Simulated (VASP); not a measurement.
# TaAs (I4_1md) in VASP: further runs

The runs below take TaAs through relaxation of cell and atoms, with PBE.

All numbers are computed with VASP 6.6.1; they aren't measurements. Logs are shortened: lines on timing, memory, paths and dates and some standing lists are left out, and cuts for length are marked.

**1. The crystal as given**

The structure is tetragonal, space group I4_1md (No. 109). The conventional cell has a = 3.444 Å, b = 3.444 Å, c = 11.736 Å, α = 90.00°, β = 90.00°, γ = 90.00°. Ta (site symmetry 2mm) is surrounded by 6 As at 2.61 to 2.62 Å. As (site symmetry 2mm) is surrounded by 6 Ta at 2.61 to 2.62 Å.

The cell is a database's computed one.

**2. Relaxation of cell and atoms, PBE**

File INCAR:

```
SYSTEM = TaAs
ALGO = Normal
EDIFF = 1E-7
EDIFFG = -0.002
ENCUT = 520
GGA = PE
IBRION = 2
ISIF = 3
ISMEAR = 0
LASPH = .True.
LCHARG = .False.
LREAL = .False.
LWAVE = .False.
NELM = 60
NSW = 80
PREC = Accurate
SIGMA = 1.0
```

File KPOINTS:

```
k-points
0
Gamma
  18 18 18
  0 0 0
```

File POSCAR:

```
TaAs
1.0
   -1.7218133600      1.7218133600      5.8679415400
    1.7218133600     -1.7218133600      5.8679415400
    1.7218133600      1.7218133600     -5.8679415400
Ta As
2 2
Direct
    0.4999673000      0.9999673000      0.5000000000
    0.7499673000      0.7499673000      0.0000000000
    0.0826321200      0.5826321200      0.5000000000
    0.3326321200      0.3326321200      0.0000000000
```

Potentials or basis: VASP PAW PBE potentials, release 64 (Ta_pv, As).

Started as:

```
$ cat potpaw_PBE.64/Ta_pv/POTCAR potpaw_PBE.64/As/POTCAR > POTCAR
$ mpirun -np 1 vasp_std > vasp.out
```

OUTCAR:

```text
SYSTEM = TaAs
   EDIFF = 1E-7
   EDIFFG = -0.002
   ENCUT = 520
   GGA = PE
   IBRION = 2
   ISIF = 3
   ISMEAR = 0
   LASPH = .True.
   LREAL = .False.
   NELM = 60
   NSW = 80
   PREC = Accurate

 ion  position               nearest neighbor table
   1  0.500  1.000  0.500-   4 2.61   4 2.61   3 2.62   3 2.62   3 2.62   3 2.62   2 3.40   2 3.40
                             2 3.40   2 3.40
   2  0.750  0.750  0.000-   3 2.61   3 2.61   4 2.62   4 2.62   4 2.62   4 2.62   1 3.40   1 3.40
                             1 3.40   1 3.40
   3  0.083  0.583  0.500-   2 2.61   2 2.61   1 2.62   1 2.62   1 2.62   1 2.62
   4  0.333  0.333  0.000-   1 2.61   1 2.61   2 2.62   2 2.62   2 2.62   2 2.62

  LATTYP: Found a body centered tetragonal cell.
 ALAT       =     3.4436267200
 C/A-ratio  =     3.4080009345

  Lattice vectors:

 A1 = (  -1.7218133600,   1.7218133600,   5.8679415400)
 A2 = (   1.7218133600,  -1.7218133600,   5.8679415400)
 A3 = (   1.7218133600,   1.7218133600,  -5.8679415400)

Analysis of symmetry for initial positions (statically):
=====================================================================
 Subroutine PRICEL returns:
 Original cell was already a primitive cell.

 Routine SETGRP: Setting up the symmetry group for a
 body centered tetragonal supercell.

 Subroutine GETGRP returns: Found  8 space group operations
 (whereof  4 operations were pure point group operations)
 out of a pool of 16 trial point group operations.

The static configuration has the point symmetry C_2v.
 The point group associated with its full space group is C_4v.

Analysis of symmetry for dynamics (positions and initial velocities):
=====================================================================
 Subroutine PRICEL returns:
 Original cell was already a primitive cell.

 Routine SETGRP: Setting up the symmetry group for a
 body centered tetragonal supercell.

 Subroutine GETGRP returns: Found  8 space group operations
 (whereof  4 operations were pure point group operations)
 out of a pool of 16 trial point group operations.

The dynamic configuration has the point symmetry C_2v.
 The point group associated with its full space group is C_4v.

 Subroutine INISYM returns: Found  8 space group operations
 (whereof  4 operations are pure point group operations),
 and found     1 'primitive' translations

----------------------------------------------------------------------------------------

                                     Primitive cell

  volume of cell :      69.5854

  direct lattice vectors                    reciprocal lattice vectors
    -1.721813360  1.721813360  5.867941540     0.000000000  0.290391521  0.085208756
     1.721813360 -1.721813360  5.867941540     0.290391521  0.000000000  0.085208756
     1.721813360  1.721813360 -5.867941540     0.290391521  0.290391521  0.000000000

  length of vectors
     6.353111081  6.353111081  6.353111081     0.302634710  0.302634710  0.410675627

  position of ions in fractional coordinates (direct lattice)
     0.499967300  0.999967300  0.500000000
     0.749967300  0.749967300  0.000000000
     0.082632120  0.582632120  0.500000000
     0.332632120  0.332632120  0.000000000

  ion indices of the primitive-cell ions
   primitive index   ion index
                 1           1
                 2           2
                 3           3
                 4           4

----------------------------------------------------------------------------------------

 KPOINTS: k-points

Automatic generation of k-mesh.
 Grid dimensions read from file:
 generate k-points for:   18   18   18

 Generating k-lattice:

  Cartesian coordinates                     Fractional coordinates (reciprocal lattice)
     0.000000000  0.016132862  0.004733820     0.055555556  0.000000000 -0.000000000
     0.016132862  0.000000000  0.004733820     0.000000000  0.055555556 -0.000000000
     0.016132862  0.016132862  0.000000000     0.000000000  0.000000000  0.055555556

  Length of vectors
     0.016813039  0.016813039  0.022815313

  Shift w.r.t. Gamma in fractional coordinates (k-lattice)
     0.000000000  0.000000000  0.000000000

 Subroutine IBZKPT returns following result:
 ===========================================

 Found    480 irreducible k-points:

 Following reciprocal coordinates:
            Coordinates               Weight
  0.000000  0.000000  0.000000      1.000000
  0.055556  0.000000 -0.000000      8.000000
  0.111111  0.000000 -0.000000      8.000000
  0.166667  0.000000  0.000000      8.000000
  0.222222 -0.000000  0.000000      8.000000
  0.277778  0.000000 -0.000000      8.000000
[... 16 lines left out ...]
 -0.277778  0.055556  0.000000     16.000000
 -0.222222  0.055556 -0.000000     16.000000
 [... further k-points ...]
   k-points           NKPTS =    480   k-points in BZ     NKDIM =    480   number of bands    NBANDS=     20
   number of dos      NEDOS =    301   number of ions     NIONS =      4
   total plane-waves  NPLWV = 110592
   dimension x,y,z NGX =    48 NGY =   48 NGZ =   48
   dimension x,y,z NGXF=    96 NGYF=   96 NGZF=   96
   ions per type =               2   2
   NGX,Y,Z   is equivalent  to a cutoff of  12.56, 12.56, 12.56 a.u.
   NGXF,Y,Z  is equivalent  to a cutoff of  25.12, 25.12, 25.12 a.u.
 SYSTEM =  TaAs
   PREC   = accura    normal or accurate (medium, high low for compatibility)
   ISTART =      0    job   : 0-new  1-cont  2-samecut
   ICHARG =      2    charge: 1-file 2-atom 10-const
   ISPIN  =      1    spin polarized calculation?
   LNONCOLLINEAR =      F non collinear calculations
   LSORBIT =      F    spin-orbit coupling
   LASPH  =      T    aspherical Exc in radial PAW
   ENCUT  =  520.0 eV  38.22 Ry    6.18 a.u.  11.81 11.81 11.81*2*pi/ulx,y,z
   NELM   =     60;   NELMIN=  2; NELMDL= -5     # of ELM steps
   EDIFF  = 0.1E-06   stopping-criterion for ELM
   LREAL  =      F    real-space projection
   EDIFFG = -.2E-02   stopping-criterion for IOM
   NSW    =     80    number of steps for IOM
   IBRION =      2    ionic relax: 0-MD 1-quasi-New 2-CG
   NFREE  =      1    steps in history (QN), initial steepest desc. (CG)
   ISIF   =      3    stress and relaxation
   ISYM   =      2    0-nonsym 1-usesym 2-fastsym
   POTIM  = 0.5000    time-step for ionic-motion
   TEBEG  =    0.0;   TEEND  =   0.0 temperature during run
   PSTRESS=    0.0 pullay stress
   NELECT =      32.0000    total number of electrons
   NUPDOWN=      -1.0000    fix difference up-down
   EMIN   =  10.00;   EMAX   =-10.00  energy-range for DOS
   EFERMI =   0.00;   METHOD = LEGACY
   ISMEAR =     0;   SIGMA  =   1.00  broadening in eV -4-tet -1-fermi 0-gaus
   EFERMI_NEDOS =   21; number of points for ismear=-14 and -15
   IALGO  =     38    algorithm
   IMIX   =      4    mixing-type and parameters
     AMIX     =   0.40;   BMIX     =  1.00
     AMIX_MAG =   1.60;   BMIX_MAG =  1.00
  volume/ion in A,a.u.               =      17.40       117.40
  Fermi-wavevector in a.u.,A,eV,Ry     =   1.263627  2.387909 21.725142  1.596753
  Thomas-Fermi vector in A             =   2.396974
   LORBIT       =      0    0 simple, 1 ext, 2 COOP (PROOUT), +10 PAW based schemes
   GGA     = PE    functional components
   LHFCALC =     F    Hartree Fock is set to
   AEXX    =    0.0000 exact exchange contribution
   IVDW    =     0    specifies the selected vdW correction
   LEPSILON=     F    determine dielectric tensor
   LRPA    =     F    only Hartree local field effects (RPA)
 conjugate gradient relaxation of ions
 non-spin polarized calculation
 Gauss-broadening in eV      SIGMA  =   1.00
  energy-cutoff  :      520.00
  volume of cell :       69.59
 maximum number of plane-waves:      1896
   NGX = 23   NGY = 23   NGZ = 23

--------------------------------------- Ionic step        1  -------------------------------------------

 number of electron      32.0000002 magnetization

 Free energy of the ion-electron system (eV)
  ---------------------------------------------------
  ext. energy  EPLUGINS =         0.00000000
  ---------------------------------------------------
  free energy    TOTEN  =       -35.39187597 eV

  energy without entropy =      -34.62442691  energy(sigma->0) =      -35.00815144

------------------------ aborting loop because EDIFF is reached ----------------------------------------

  FORCE on cell =-STRESS in cart. coord.  units (eV):
  Direction    XX          YY          ZZ          XY          YZ          ZX
  --------------------------------------------------------------------------------------
  -------------------------------------------------------------------------------------
  Total        1.8593646      1.8593646      1.4074124      0.0000000      0.0000000      0.0000000
  in kB       42.8111826     42.8111826     32.4051493      0.0000000      0.0000000      0.0000000
  external PRESSURE =      39.3425048 kB  Pullay stress =       0.0000000 kB
[... 95 lines left out ...]
  FREE ENERGIE OF THE ION-ELECTRON SYSTEM (eV)
  ---------------------------------------------------
  free  energy   TOTEN  =       -35.4107237862 eV

  energy  without entropy=      -34.6098416787  energy(sigma->0) =      -35.01028273

[... ionic steps 4 to 8 ...]

--------------------------------------- Ionic step        9  -------------------------------------------

 number of electron      32.0000001 magnetization

------------------------ aborting loop because EDIFF is reached ----------------------------------------

  FORCE on cell =-STRESS in cart. coord.  units (eV):
  Direction    XX          YY          ZZ          XY          YZ          ZX
  --------------------------------------------------------------------------------------
  -------------------------------------------------------------------------------------
  Total       -0.0058323     -0.0058323     -0.0019162      0.0000000      0.0000000      0.0000000
  in kB       -0.1313825     -0.1313825     -0.0431663      0.0000000      0.0000000      0.0000000
  external PRESSURE =      -0.1019771 kB  Pullay stress =       0.0000000 kB
[... 61 lines left out ...]
  energy  without entropy=      -34.6108562427  energy(sigma->0) =      -35.01081591

--------------------------------------- Ionic step       11  -------------------------------------------

 number of electron      32.0000001 magnetization

 Free energy of the ion-electron system (eV)
  ---------------------------------------------------
  ext. energy  EPLUGINS =         0.00000000
  ---------------------------------------------------
  free energy    TOTEN  =       -35.41077649 eV

  energy without entropy =      -34.61101547  energy(sigma->0) =      -35.01089598

 E-fermi :   6.7666     XC(G=0): -11.7988

 val. band max:        6.7327409625   @ k =  -0.1667   0.3889   0.1667
 cond. band min:       6.7729752103   @ k =  -0.1111   0.5000   0.1111
 fundamental gap:      0.0402342477
 Fermi energy:         6.7665834651

 k-point     1 :       0.0000    0.0000    0.0000
  band No.  band energies     occupation
      1     -28.2060      2.00000
      2     -28.1572      2.00000
      3     -28.1572      2.00000
      4     -28.0331      2.00000
      5     -28.0331      2.00000
      6     -27.9868      2.00000
[... 12 lines left out ...]
     19       9.0553      0.00121
[... 513 lines left out ...]
      4     -28.0882      2.00000
      5     -28.0308      2.00000
      6     -27.9932      2.00000
[... 12 lines left out ...]
     19       8.4482      0.01740
     20       9.1612      0.00071

 [... further k-points ...]
[... 5 lines left out ...]
  --------------------------------------------------------------------------------------
  -------------------------------------------------------------------------------------
  Total        0.0012065      0.0012065     -0.0036531      0.0000000      0.0000000      0.0000000
  in kB        0.0271806      0.0271806     -0.0822997      0.0000000      0.0000000      0.0000000
  external PRESSURE =      -0.0093128 kB  Pullay stress =       0.0000000 kB
[... 19 lines left out ...]
  FREE ENERGIE OF THE ION-ELECTRON SYSTEM (eV)
  ---------------------------------------------------
  free  energy   TOTEN  =       -35.4107764882 eV

  energy  without entropy=      -34.6110154737  energy(sigma->0) =      -35.01089598

 reached required accuracy - stopping structural energy minimisation
```

Run time: 1.6 h. Hardware: 1 thread of Intel Xeon Platinum 8259CL at 2.50GHz (Skylake/Cascade Lake), shared host; peak memory 0.85 GiB.

Results:

```
Free energy                            : -35.4108 eV
Relaxed volume                         : 17.78 Å³/atom
Relaxed cell                           : a = 6.388 Å, b = 6.388 Å, c = 6.388 Å, α = 148.46°, β = 148.46°, γ = 45.21°
Space group after relaxing (to 0.05 Å) : I4_1md (No. 109)
Energy gained by relaxing              : 4.7 meV/atom
Ionic steps                            : 11
Pressure after relaxing                : 0.0 GPa
Band gap on the k mesh                 : none (metal or under the smearing width)
```

The path:
```
step  energy change (eV)  largest force (eV/Å)  pressure (GPa)  volume (Å³)
   1              0.0000                0.0079            3.93        69.59
   2              0.0381                0.0015           -6.10        73.98
   3             -0.0188                0.0061           -0.05        71.15
   4             -0.0188                0.0062            0.03        71.12
   5             -0.0189                0.0061            0.04        71.11
   6             -0.0189                0.0060            0.04        71.10
   7             -0.0189                0.0012           -0.07        71.15
   8             -0.0189                0.0033            0.00        71.12
   9             -0.0189                0.0027           -0.01        71.12
  10             -0.0189                0.0026           -0.01        71.12
  11             -0.0189                0.0007            0.00        71.12
```

Final structure:
```yaml
crystal:
  lattice:
    - [-1.73634, 1.73634, 5.89721]
    - [1.73634, -1.73634, 5.89721]
    - [1.73634, 1.73634, -5.89721]
  atoms:
    - { symbol: Ta, position: [0.50005, 0.00005, 0.50000] }
    - { symbol: Ta, position: [0.75005, 0.75005, 0.00000] }
    - { symbol: As, position: [0.08255, 0.58255, 0.50000] }
    - { symbol: As, position: [0.33255, 0.33255, 0.00000] }
```

Levels at points of the mesh, in eV from the Fermi level:
| k point | band 14 | band 15 | band 16 | band 17 | band 18 | band 19 |
| --- | --- | --- | --- | --- | --- | --- |
| (0.00, 0.00, 0.00) | -1.86 | -1.61 | -1.61 | 0.91 | 1.56 | 2.29 |
| (0.50, 0.00, 0.00) | -2.28 | -1.51 | -0.25 | 0.15 | 1.36 | 2.21 |
| (0.50, 0.50, 0.00) | -3.14 | -1.12 | -1.12 | 2.75 | 2.75 | 3.00 |
| (0.50, 0.50, 0.50) | -2.69 | -0.94 | -0.94 | 1.22 | 1.22 | 2.26 |

**3. Relaxation of cell and atoms, PBE**

This run uses another cell than the first one, of 17.78 Å³/atom, 1.022 times its volume.

INCAR is that of step 2.

KPOINTS is that of step 2.

File POSCAR:

```
TaAs                                    
1.0
   -1.7363390341      1.7363390341      5.8972080846
    1.7363390341     -1.7363390341      5.8972080846
    1.7363390341      1.7363390341     -5.8972080846
  Ta              As            
     2     2
Direct
     0.5000463706753588    0.0000463706753589    0.5000000000000000
     0.7500463706753588    0.7500463706753588    0.0000000000000000
     0.0825530493246423    0.5825530493246422    0.5000000000000000
     0.3325530493246424    0.3325530493246424    0.0000000000000000
```

Potentials or basis: VASP PAW PBE potentials, release 64 (Ta_pv, As).

Started as:

```
$ cat potpaw_PBE.64/Ta_pv/POTCAR potpaw_PBE.64/As/POTCAR > POTCAR
$ mpirun -np 1 vasp_std > vasp.out
```

It took 20 min on 1 thread of Intel Xeon Platinum 8259CL at 2.50GHz (Skylake/Cascade Lake), shared host; peak memory 0.83 GiB.

Results (log left out):

```
Free energy             : -35.4111 eV
Pressure after relaxing : 0.0 GPa
Band gap on the k mesh  : none (metal or under the smearing width)
```

Final structure:
```
Ta As
1.0
    -1.73634    1.73634    5.89721
     1.73634   -1.73634    5.89721
     1.73634    1.73634   -5.89721
Ta As
2 2
Direct
  0.50005 0.00005 0.50000
  0.75005 0.75005 0.00000
  0.08255 0.58255 0.50000
  0.33255 0.33255 0.00000
```

Levels at points of the mesh, in eV from the Fermi level:
```
           k point  band 14  band 15  band 16  band 17  band 18  band 19
(0.00, 0.00, 0.00)    -1.86    -1.61    -1.61     0.91     1.56     2.29
(0.50, 0.00, 0.00)    -2.28    -1.51    -0.25     0.15     1.36     2.21
(0.50, 0.50, 0.00)    -3.14    -1.12    -1.12     2.75     2.75     3.00
(0.50, 0.50, 0.50)    -2.69    -0.94    -0.94     1.22     1.22     2.26
```

Caveat: the relaxation stopped at its first step, so nothing moved. The run has no spin-orbit coupling, so splittings on Ta are missing.
